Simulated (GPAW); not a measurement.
Runs of GPAW 26.7.0 on AlN. The structure is cubic, space group F-43m (No. 216). The conventional cell has a = 4.368 Å, b = 4.368 Å, c = 4.368 Å, α = 90.00°, β = 90.00°, γ = 90.00°. Around Al (site symmetry -43m) lie 4 N at 1.89 Å. Around N (site symmetry -43m) lie 4 Al at 1.89 Å. Measurements of this composition are mostly on another form, of space group No. 186.

| task | level | potentials or basis | cutoff (eV) | band path | band points | grid spacing | gap on the mesh (eV) | pressure (GPa) |
| --- | --- | --- | --- | --- | --- | --- | --- | --- |
| single point | PBE | GPAW PAW data sets (gpaw-data 1.2.1), fd | - | - | - | 0.16 Å | 3.31 | - |
| single point | PBE | GPAW PAW data sets (gpaw-data 1.2.1), pw | 800 | - | - | - | 3.31 | 5.8 |
| single point | TB-mBJ | GPAW PAW data sets for LDA (gpaw-data 1.2.1), pw | 800 | - | - | - | 4.97 | - |
| single point | PBE | GPAW PAW data sets (gpaw-data 1.2.1), lcao:dzp | - | - | - | 0.18 Å | (b) | - |
| band structure | PBEsol | PAW data sets generated in the run's folder for this functional, pw | 800 | GXWKGLUWLK,UX | 60 | - | 3.18 | (a) |

Alike in all rows: no spin polarisation; cell as given; k mesh 10 × 10 × 10; smearing fermi-dirac 0.05 eV.

Question: Estimate the missing entries.

Answer: (a) 2.2; (b) 3.25.

Caveats: a model potential gives levels but no total energy (some runs); the PAW data sets were made with another functional, which shifts forces and pressure a little (some runs); the basis of atomic orbitals isn't converged, which shifts pressures, moduli and gaps (some runs).

A k mesh can miss the band edges.
